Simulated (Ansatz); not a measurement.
## C: a jump of H

Method: Ansatz 0.2.0, DFT PBE, scalar-relativistic, plane waves, PAW. Run with 420 eV cutoff, 4×4×3 k-mesh, Gaussian smearing of 0.10 eV, no spin polarisation.

Host crystal, relaxed:

```xyz
4
Lattice="2.4665 0.0000 0.0000 -1.2333 2.1361 0.0000 0.0000 0.0000 8.4654" Properties=species:S:1:pos:R:3 pbc="T T T"
C     0.0000    0.0000    2.1164
C     0.0000    0.0000    6.3491
C     0.0000    1.4241    2.1164
C     1.2333    0.7120    6.3491
```

In a supercell of 28 host sites, interstitial H hops to an equivalent place, moving 1.81 Å between the relaxed ends. Climbing-image nudged elastic band at fixed cell with images 0 (start) to 4 (end), the path measured over all atoms, converged to 0.05 eV/Å; the order of the saddle wasn't checked, and the small cell leaves errors of about a tenth of an eV. Zero-point motion and tunnelling, which matter for H, are left out.

Supercell rows in host cell vectors: -1 -3 0; 3 2 0; 0 0 1. H was set at (0.000, 0.333, 0.000) of the host cell.

At the relaxed start H has 1 C at 1.13 Å.

What barrier does the band give, and what surrounds the atom at the top?

0.78 eV at image 2, where H has 2 C at 1.49 Å, 1 C at 2.21 Å, 5 C at 2.22 Å.

Cost: 1 run of about 94 core-minutes, on AMD EPYC (Zen 3) (shared hosts).